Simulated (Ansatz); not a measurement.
**PtSe2 (Sudovikovite): band structure with PBEsol**

PtSe2 (Sudovikovite):

```
CELL_PARAMETERS angstrom
3.72400 0.00000 0.00000
-1.86200 3.22508 0.00000
0.00000 0.00000 5.06200
ATOMIC_POSITIONS crystal
Pt 0.00000 0.00000 0.00000
Se 0.66667 0.33333 0.75000
Se 0.33333 0.66667 0.25000
```

```
Program                             : Ansatz 0.2.0
Task                                : band structure
Functional                          : PBEsol
Potentials or basis                 : Ansatz PAW
Cutoff                              : 420 eV (not typed: the program's choice for these potentials)
k mesh                              : 6 × 6 × 4
Occupations                         : fermi-dirac, width 0.05 eV
Spin                                : spin-orbit coupling, no magnetisation
Path                                : [["G", "M", "K", "G", "A", "L", "H", "A"], ["L", "M"], ["K", "H"]]
Points for each segment of the path : 14
```

* Pressure: 2.2 GPa
* Largest force: 0.337 eV/Å
* Band gap on the k mesh: none (metal or under the smearing width)

Forces on the atoms (eV/Å):
```
Pt   0.000  0.000  0.000
Se   0.000  0.000 -0.337
Se   0.000  0.000  0.337
```

Stress tensor (GPa, compression positive):
```
2.59 0.00 0.00
0.00 2.59 0.00
0.00 0.00 1.35
```

Levels at the corners of the path, in eV from the Fermi level:
| point | band 47 | band 48 | band 49 | band 50 | band 51 | band 52 | band 53 | band 54 |
| --- | --- | --- | --- | --- | --- | --- | --- | --- |
| Γ | -0.87 | -0.87 | 0.41 | 0.41 | 1.39 | 1.39 | 1.50 | 1.50 |
| M | -3.27 | -3.27 | -2.79 | -2.79 | 0.66 | 0.66 | 2.33 | 2.33 |
| K | -1.98 | -1.98 | -1.76 | -1.76 | -0.06 | -0.06 | 0.09 | 0.09 |
| Γ | -0.87 | -0.87 | 0.41 | 0.41 | 1.39 | 1.39 | 1.50 | 1.50 |
| A | -1.71 | -1.71 | -1.32 | -1.32 | 2.26 | 2.26 | 2.33 | 2.33 |
| L | -2.93 | -2.93 | -1.39 | -1.39 | 0.97 | 0.97 | 1.52 | 1.52 |
| H | -2.56 | -2.56 | -2.34 | -2.34 | 1.94 | 1.94 | 2.03 | 2.03 |
| A | -1.71 | -1.71 | -1.32 | -1.32 | 2.26 | 2.26 | 2.33 | 2.33 |
| L | -2.93 | -2.93 | -1.39 | -1.39 | 0.97 | 0.97 | 1.52 | 1.52 |
| M | -3.27 | -3.27 | -2.79 | -2.79 | 0.66 | 0.66 | 2.33 | 2.33 |
| K | -1.98 | -1.98 | -1.76 | -1.76 | -0.06 | -0.06 | 0.09 | 0.09 |
| H | -2.56 | -2.56 | -2.34 | -2.34 | 1.94 | 1.94 | 2.03 | 2.03 |

It took 95 s on 2 threads of Intel(R) Xeon(R) Processor @ 2.50GHz (Skylake/Cascade Lake) (shared host), peak memory 0.81 GiB.

Caveat: the PAW data sets come from PBE, with cores solved anew for the run's functional, which leaves a small shift of forces and pressure.
